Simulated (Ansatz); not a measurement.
# How the vibrations of Ga change with volume

Level of theory: DFT LDA, scalar-relativistic, plane waves, PAW in Ansatz 0.2.0. Plane waves to 420 eV; Γ-centred k mesh 16×16×12; Fermi-Dirac smearing of 0.15 eV. No spin polarisation. Phonons by linear response, acoustic sum rule imposed.

The cell, relaxed at this level:
Space group C2/c (No. 15). a = 2.709 Å, b = 7.813 Å, c = 3.283 Å, α = 90.00°, β = 93.38°, γ = 90.00°
```
atom site symmetry x y z
  Ga    4e         2  0.5000  0.6337  0.2500
```

In a metal, frequencies depend on the k mesh and the smearing, soft modes most.

Cells at 0.98 and 1.02 times the equilibrium volume were relaxed in shape and atoms; γ = −d ln ν / d ln V, modes matched by rank.

(1) Give the optical frequencies at Γ (cm⁻¹) at the three volumes and the mode Grüneisen parameters.

(2) What pressures hold the two strained cells, and what bulk modulus follows?

Results:

(1)
| 0.98 V | V | 1.02 V | γ | degeneracy |
| --- | --- | --- | --- | --- |
| 49 | 47 | 44 | 2.58 | 1 |
| 131 | 126 | 121 | 2.04 | 1 |
| 204 | 196 | 188 | 2.00 | 1 |

(2) 1.40 GPa at 0.98 V and -1.23 GPa at 1.02 V, so B = −dP/d ln V ≈ 66 GPa.

This form isn't the element's structure at ambient conditions.